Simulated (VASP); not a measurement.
The system is TaSi2.

```xyz
9
Lattice="4.7839 0.0000 0.0000 -2.3920 4.1430 0.0000 0.0000 0.0000 6.5700" Properties=species:S:1:pos:R:3 pbc="T T T"
Ta   -1.1960    2.0715    2.1900
Ta    1.1960    2.0715    4.3800
Ta    2.3920    0.0000    0.0000
Si    1.1407    0.6586    2.1900
Si   -1.2512    3.4844    4.3800
Si    2.3920    2.8258    0.0000
Si    1.2512    3.4844    2.1900
Si    3.6432    0.6586    4.3800
Si    0.0000    1.3172    0.0000
```

Base run:

- Program: VASP 6.6.1
- Functional: PBEsol
- Potentials or basis: VASP PAW PBE potentials, release 64 (Ta_pv, Si)
- Cutoff: 520 eV
- k mesh: 5 × 5 × 3
- Occupations: fermi-dirac, width 0.05 eV
- Spin: no spin polarisation

Its results: band gap on the k mesh none (metal or under the smearing width); pressure -1.9 GPa; largest force 0.012 eV/Å.

Question: The run is repeated on the same cell with these changes: hubbard terms from none to Ta d U = 2 eV. What comes out?

Answer: Band gap on the k mesh none (metal or under the smearing width); pressure 0.8 GPa; largest force 0.039 eV/Å.

Caveats: the PAW data sets were made with another functional, which shifts forces and pressure a little; U without spin polarisation on a metal has little footing (some runs); the U is typed as a test and isn't derived for this compound (some runs).
